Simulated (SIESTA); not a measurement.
# La2O3 (P-3m1) in SIESTA: notebook, part 2 of 2

SIESTA 5.4.2. Earlier steps stand in the parts before.

### Step 3. Single point, LDA, 15.38 Å³/atom

The input, La2O3.fdf:

```
SystemName                      La2O3
SystemLabel                     La2O3
NumberOfSpecies                 2
NumberOfAtoms                   5
%block ChemicalSpeciesLabel
  1  57 La
  2   8 O
%endblock ChemicalSpeciesLabel

LatticeConstant                 1.0 Ang
%block LatticeVectors
     3.8505354057     0.0000000000     0.0000000000
    -1.9252677029     3.3346614796     0.0000000000
     0.0000000000     0.0000000000     5.9871847653
%endblock LatticeVectors
AtomicCoordinatesFormat         Fractional
%block AtomicCoordinatesAndAtomicSpecies
     0.3333333333     0.6666666667     0.2462356800  1  La
     0.6666666667     0.3333333333     0.7537643200  1  La
     0.0000000000     0.0000000000     0.0000000000  2  O
     0.3333333333     0.6666666667     0.6458906500  2  O
     0.6666666667     0.3333333333     0.3541093500  2  O
%endblock AtomicCoordinatesAndAtomicSpecies

%block kgrid.MonkhorstPack
    6   0   0  0.0
    0   6   0  0.0
    0   0   4  0.0
%endblock kgrid.MonkhorstPack
XC.Functional                   LDA
XC.Authors                      PW92
PAO.BasisSize                   DZP
PAO.EnergyShift                 0.003 Ry
Mesh.Cutoff                     800 Ry
OccupationFunction              FD
ElectronicTemperature           0.05 eV
MaxSCFIterations                120
SCF.MustConverge                false
SCF.Mixer.Method                Pulay
SCF.Mixer.Weight                0.25
SCF.Mixer.History               8
SCF.DM.Tolerance                5.0e-05
SCF.H.Tolerance                 1.0e-03 eV
WriteForces                     true
Charge.Mulliken                 end
%block PAO.Basis
  La 5
  n=5 0 2
    4.197 0.000
  n=6 0 2
    9.500 0.000
  n=5 1 2
    4.957 0.000
  n=6 1 1
    9.500
  n=5 2 2
    8.463 0.000
%endblock PAO.Basis
```

Potentials or basis: PseudoDojo 0.4 standard (PBE and LDA files), DZP (energy shift 0.003 Ry; two zetas on semicore shells).

The run is started by

```sh
> siesta < La2O3.fdf > La2O3.out 2>&1
```

La2O3.out:

```text
Version         : 5.4.2

[... 6 lines left out ...]
 NOTE: Please see the manual for full details and compatibility measures.

reinit: Reading from standard input
reinit: Dumping input in INPUT_TMP.61842
************************** Dump of input data file ****************************
SystemName                      La2O3
SystemLabel                     La2O3
NumberOfSpecies                 2
NumberOfAtoms                   5
%block ChemicalSpeciesLabel
  1  57 La
  2   8 O
%endblock ChemicalSpeciesLabel
LatticeConstant                 1.0 Ang
%block LatticeVectors
     3.8505354057     0.0000000000     0.0000000000
    -1.9252677029     3.3346614796     0.0000000000
     0.0000000000     0.0000000000     5.9871847653
%endblock LatticeVectors
AtomicCoordinatesFormat         Fractional
%block AtomicCoordinatesAndAtomicSpecies
     0.3333333333     0.6666666667     0.2462356800  1  La
     0.6666666667     0.3333333333     0.7537643200  1  La
     0.0000000000     0.0000000000     0.0000000000  2  O
     0.3333333333     0.6666666667     0.6458906500  2  O
     0.6666666667     0.3333333333     0.3541093500  2  O
%endblock AtomicCoordinatesAndAtomicSpecies
%block kgrid.MonkhorstPack
    6   0   0  0.0
    0   6   0  0.0
    0   0   4  0.0
%endblock kgrid.MonkhorstPack
XC.Functional                   LDA
XC.Authors                      PW92
PAO.BasisSize                   DZP
PAO.EnergyShift                 0.003 Ry
Mesh.Cutoff                     800 Ry
OccupationFunction              FD
ElectronicTemperature           0.05 eV
MaxSCFIterations                120
SCF.MustConverge                false
SCF.Mixer.Method                Pulay
SCF.Mixer.Weight                0.25
SCF.Mixer.History               8
SCF.DM.Tolerance                5.0e-05
[... 691 lines left out ...]
siesta:      1    0.000000    0.000000   -0.776190
siesta:      2   -0.000000   -0.000000    0.776190
siesta:      3   -0.000000    0.000000    0.000000
siesta:      4    0.000000    0.000000   -0.227874
siesta:      5   -0.000000   -0.000000    0.227874
siesta: ----------------------------------------
siesta:    Tot    0.000000    0.000000   -0.000000

siesta: Stress tensor (static) (eV/Ang**3):
siesta:    -0.079723   -0.000000    0.000000
siesta:    -0.000000   -0.079723   -0.000000
siesta:     0.000000    0.000000   -0.053552

siesta: Cell volume =         76.876842 Ang**3

siesta: Pressure (static):
siesta:                Solid            Molecule  Units
siesta:           0.00077328          0.00068070  Ry/Bohr**3
siesta:           0.07099974          0.06249913  eV/Ang**3
siesta:         113.75413184        100.13465342  kBar

Basis Enthalpy Calculation:
    Basis Pressure for species 1(La) :      0.2000000 GPa
    Basis Pressure for species 2(O) :      0.2000000 GPa

    Orbital volume contribution        =           5.663581 eV
    (Free)E + p_basis*V_orbitals       =       -3256.999777 eV
    (Free)Eharris+ p_basis*V_orbitals  =       -3256.999777 eV

mulliken: Atomic and Orbital Populations:

Species: La
Atom  Qatom  Qorb
               5s      5s      6s      6s      5py     5pz     5px     5py
               5pz     5px     6py     6pz     6px     5dxy    5dyz    5dz2
               5dxz    5dx2-y2 5dxy    5dyz    5dz2    5dxz    5dx2-y2
   1  9.627   1.819   0.041   0.070   0.169   1.898   1.894   1.898   0.043
              0.040   0.043   0.114   0.091   0.114   0.316   0.302   0.327

              0.302   0.316  -0.026  -0.037  -0.046  -0.037  -0.026
   2  9.627   1.819   0.041   0.070   0.169   1.898   1.894   1.898   0.043
              0.040   0.043   0.114   0.091   0.114   0.316   0.302   0.327

              0.302   0.316  -0.026  -0.037  -0.046  -0.037  -0.026

Species: O
Atom  Qatom  Qorb
               2s      2s      2py     2pz     2px     2py     2pz     2px
               3Pdxy   3Pdyz   3Pdz2   3Pdxz   3Pdx2-y2
   3  6.871   1.914  -0.074   2.018   2.046   2.018  -0.356  -0.352  -0.356
              0.003   0.003   0.002   0.003   0.003
   4  6.937   2.018  -0.154   2.092   2.095   2.092  -0.408  -0.416  -0.408
              0.006   0.005   0.006   0.005   0.006
   5  6.937   2.018  -0.154   2.092   2.095   2.092  -0.408  -0.416  -0.408
              0.006   0.005   0.006   0.005   0.006

mulliken: Qtot =       40.000

Mulliken Atomic Populations:
Atom #   charge [q] valence [e]  Species
     1     1.372800    9.627200  La
     2     1.372799    9.627201  La
     3    -0.870716    6.870716  O
     4    -0.937442    6.937442  O
     5    -0.937442    6.937442  O
 Total     0.000000

Job completed
```

Wall time 6.3 min (1 thread of Intel Xeon at 2.50GHz (Skylake/Cascade Lake), shared host); peak memory 0.58 GiB.

What came out:

```
Free energy            : -3262.6634 eV
Pressure               : 11.4 GPa
Largest force          : 0.776 eV/Å
Band gap on the k mesh : 3.59 eV, indirect (least direct gap 3.65 eV)
```

Caveat: the potentials were made for another functional, which shifts forces and pressure; spin-orbit coupling is left out, which moves the levels of the heavy elements; the basis of atomic orbitals isn't converged, which shifts pressures, moduli and gaps.

### Step 4. Single point, LDA, 15.70 Å³/atom

La2O3.fdf, as its differences from that of step 3:

```diff
@@ -11,5 +11,5 @@
 %block LatticeVectors
-     3.8505354057     0.0000000000     0.0000000000
-    -1.9252677029     3.3346614796     0.0000000000
-     0.0000000000     0.0000000000     5.9871847653
+     3.8776527457     0.0000000000     0.0000000000
+    -1.9388263728     3.3581457848     0.0000000000
+     0.0000000000     0.0000000000     6.0293494275
 %endblock LatticeVectors
```

The run is started by

```sh
> siesta < La2O3.fdf > La2O3.out 2>&1
```

It took 5.9 min on 1 thread of Intel Xeon at 2.50GHz (Skylake/Cascade Lake), shared host; peak memory 0.57 GiB.

Results (log left out):

| Item | Value |
| --- | --- |
| Free energy | -3262.7589 eV |
| Pressure | 7.5 GPa |
| Largest force | 0.571 eV/Å |
| Band gap on the k mesh | 3.60 eV, indirect (least direct gap 3.68 eV) |

Caveat: the potentials were made for another functional, which shifts forces and pressure; spin-orbit coupling is left out, which moves the levels of the heavy elements; the basis of atomic orbitals isn't converged, which shifts pressures, moduli and gaps.

### Step 5. Single point, LDA, 16.03 Å³/atom

La2O3.fdf, as its differences from that of step 4:

```diff
@@ -11,5 +11,5 @@
 %block LatticeVectors
-     3.8776527457     0.0000000000     0.0000000000
-    -1.9388263728     3.3581457848     0.0000000000
-     0.0000000000     0.0000000000     6.0293494275
+     3.9043960235     0.0000000000     0.0000000000
+    -1.9521980118     3.3813061428     0.0000000000
+     0.0000000000     0.0000000000     6.0709324617
 %endblock LatticeVectors
```

The run is started by

```sh
> siesta < La2O3.fdf > La2O3.out 2>&1
```

It took 5.5 min on 1 thread of Intel Xeon at 2.50GHz (Skylake/Cascade Lake), shared host; peak memory 0.57 GiB.

The run converged. Its results:

```yaml
Free_energy: -3262.8172 eV
Pressure: 4.0 GPa
Largest_force: 0.394 eV/Å
Band_gap_on_the_k_mesh: 3.61 eV, indirect (least direct gap 3.70 eV)
```

Caveat: the potentials were made for another functional, which shifts forces and pressure; spin-orbit coupling is left out, which moves the levels of the heavy elements; the basis of atomic orbitals isn't converged, which shifts pressures, moduli and gaps.

### Step 6. Single point, LDA, 16.36 Å³/atom

La2O3.fdf, as its differences from that of step 5:

```diff
@@ -11,5 +11,5 @@
 %block LatticeVectors
-     3.9043960235     0.0000000000     0.0000000000
-    -1.9521980118     3.3813061428     0.0000000000
-     0.0000000000     0.0000000000     6.0709324617
+     3.9307778780     0.0000000000     0.0000000000
+    -1.9653889390     3.4041534990     0.0000000000
+     0.0000000000     0.0000000000     6.1119535200
 %endblock LatticeVectors
```

Potentials or basis: PseudoDojo 0.4 standard (PBE and LDA files), DZP (energy shift 0.003 Ry; two zetas on semicore shells).

The run is started by

```sh
> siesta < La2O3.fdf > La2O3.out 2>&1
```

It took 5.9 min on 1 thread of Intel Xeon at 2.50GHz (Skylake/Cascade Lake), shared host; peak memory 0.56 GiB.

Results (log left out):

* Free energy: -3262.8413 eV
* Pressure: 0.8 GPa
* Largest force: 0.220 eV/Å
* Band gap on the k mesh: 3.59 eV, indirect (least direct gap 3.72 eV)

Caveat: the potentials were made for another functional, which shifts forces and pressure; spin-orbit coupling is left out, which moves the levels of the heavy elements; the basis of atomic orbitals isn't converged, which shifts pressures, moduli and gaps.

### Step 7. Single point, LDA, 16.68 Å³/atom

La2O3.fdf, as its differences from that of step 6:

```diff
@@ -11,5 +11,5 @@
 %block LatticeVectors
-     3.9307778780     0.0000000000     0.0000000000
-    -1.9653889390     3.4041534990     0.0000000000
-     0.0000000000     0.0000000000     6.1119535200
+     3.9568102782     0.0000000000     0.0000000000
+    -1.9784051391     3.4266982189     0.0000000000
+     0.0000000000     0.0000000000     6.1524312130
 %endblock LatticeVectors
```

The run is started by

```sh
> siesta La2O3.fdf > La2O3.out 2>&1
```

It took 5.1 min on 1 thread of Intel Xeon at 2.50GHz (Skylake/Cascade Lake), shared host; peak memory 0.55 GiB.

Results (log left out):

| Quantity | Value |
| --- | --- |
| Free energy | -3262.8344 eV |
| Pressure | -2.0 GPa |
| Largest force | 0.126 eV/Å |
| Band gap on the k mesh | 3.56 eV, indirect (least direct gap 3.73 eV) |

Caveat: the potentials were made for another functional, which shifts forces and pressure; spin-orbit coupling is left out, which moves the levels of the heavy elements; the basis of atomic orbitals isn't converged, which shifts pressures, moduli and gaps.

### Step 8. Single point, LDA, 17.01 Å³/atom

La2O3.fdf, as its differences from that of step 7:

```diff
@@ -11,5 +11,5 @@
 %block LatticeVectors
-     3.9568102782     0.0000000000     0.0000000000
-    -1.9784051391     3.4266982189     0.0000000000
-     0.0000000000     0.0000000000     6.1524312130
+     3.9825045714     0.0000000000     0.0000000000
+    -1.9912522857     3.4489501296     0.0000000000
+     0.0000000000     0.0000000000     6.1923831845
 %endblock LatticeVectors
```

The run is started by

```sh
> siesta < La2O3.fdf > La2O3.out 2>&1
```

It took 5.4 min on 1 thread of Intel Xeon at 2.50GHz (Skylake/Cascade Lake), shared host; peak memory 0.54 GiB.

The run converged. Its results:

- Free energy: -3262.8001 eV
- Pressure: -4.6 GPa
- Largest force: 0.098 eV/Å
- Band gap on the k mesh: 3.53 eV, indirect (least direct gap 3.73 eV)

Caveat: the potentials were made for another functional, which shifts forces and pressure; spin-orbit coupling is left out, which moves the levels of the heavy elements; the basis of atomic orbitals isn't converged, which shifts pressures, moduli and gaps.

### Step 9. Single point, LDA, 17.34 Å³/atom

La2O3.fdf, as its differences from that of step 8:

```diff
@@ -11,5 +11,5 @@
 %block LatticeVectors
-     3.9825045714     0.0000000000     0.0000000000
-    -1.9912522857     3.4489501296     0.0000000000
-     0.0000000000     0.0000000000     6.1923831845
+     4.0078715265     0.0000000000     0.0000000000
+    -2.0039357633     3.4709185571     0.0000000000
+     0.0000000000     0.0000000000     6.2318261790
 %endblock LatticeVectors
```

Potentials or basis: PseudoDojo 0.4 standard (PBE and LDA files), DZP (energy shift 0.003 Ry; two zetas on semicore shells).

The run is started by

```sh
> siesta La2O3.fdf > La2O3.out 2>&1
```

Run time: 4.8 min. Hardware: 1 thread of Intel Xeon at 2.50GHz (Skylake/Cascade Lake), shared host; peak memory 0.54 GiB.

Results (log left out):

```
Free energy            : -3262.7408 eV
Pressure               : -6.9 GPa
Largest force          : 0.234 eV/Å
Band gap on the k mesh : 3.50 eV, indirect (least direct gap 3.74 eV)
```

Caveat: the potentials were made for another functional, which shifts forces and pressure; spin-orbit coupling is left out, which moves the levels of the heavy elements; the basis of atomic orbitals isn't converged, which shifts pressures, moduli and gaps.

### Step 10. Equation of state, LDA

Potentials or basis: PseudoDojo 0.4 standard (PBE and LDA files), DZP (energy shift 0.003 Ry; two zetas on semicore shells).

This step only gathers the single runs of the series.

What came out:

* Equilibrium volume: 16.45 Å³/atom
* Bulk modulus at fixed shape and positions: 147 GPa
* Pressure derivative of the bulk modulus: 4.2

Energy against volume, from the lowest point:
```
volume (Å³/atom)  energy (meV/atom)
          15.375              35.58
          15.703              16.47
          16.030               4.82
          16.357               0.00
          16.684               1.38
          17.011               8.23
          17.338              20.10
```

Caveat: the potentials were made for another functional, which shifts forces and pressure; the cell was scaled at fixed shape and fractional positions, which overstates the stiffness of a crystal with free parameters, most of all of layers and chains; the basis of atomic orbitals isn't converged, which shifts pressures, moduli and gaps. Spin-orbit coupling is left out, which matters for the levels of La.
